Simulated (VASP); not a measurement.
Here is a VASP 6.6.1 calculation.

File INCAR:

```
  PREC = Accurate
  ENCUT = 300
  EDIFF = 1E-7
  ISMEAR = 0
  SIGMA = 0.03
  LREAL = False
  LASPH = True
  NELM = 80
  ALGO = Normal
  ISIF = 3
  LWAVE = False
  LCHARG = False
  GGA = PE
  IBRION = 2
  NSW = 90
  EDIFFG = -0.005
  KPAR = 2
```

Contents of KPOINTS:

```
Automatic mesh
0
Gamma
  4 4 4
```

File POSCAR:

```
SiSe2                                   
1.0
   -3.2128112132      5.3425606998      2.9660020968
    3.2128112132     -5.3425606998      2.9660020968
    3.2128112132      5.3425606998     -2.9660020968
  Si              Se            
     2     4
Direct
     0.7500000000000000    0.7500000000000000    0.0000000000000000
     0.2500000000000000    0.2500000000000000    0.0000000000000000
     0.1154287375847785    0.1960736793277248    0.3115024169125031
     0.8845712624152215    0.8039263206722752    0.6884975830874969
     0.6154287375847785    0.3039263206722754    0.9193550582570538
     0.3845712624152215    0.6960736793277248    0.0806449417429462
```

Potentials or basis: VASP PAW PBE potentials, release 64 (Si, Se).

Run with:

```bash
$ cat potpaw_PBE.64/Si/POTCAR potpaw_PBE.64/Se/POTCAR > POTCAR
$ mpirun -np 2 vasp_std > vasp.out
```

(1) Predict the relaxed volume.

(2) Predict the band gap on the k mesh.

(3) What does it give for the space group after relaxing (to 0.05 Å)?

Answers

(1) 34.78 Å³/atom.

(2) 2.17 eV, indirect (least direct gap 2.25 eV).

(3) Ibam (No. 72).

Caveat: the cutoff is under 1.25 times the usual one of these potentials, so pressure, stress and relaxed cells hold a basis-set (Pulay) error.
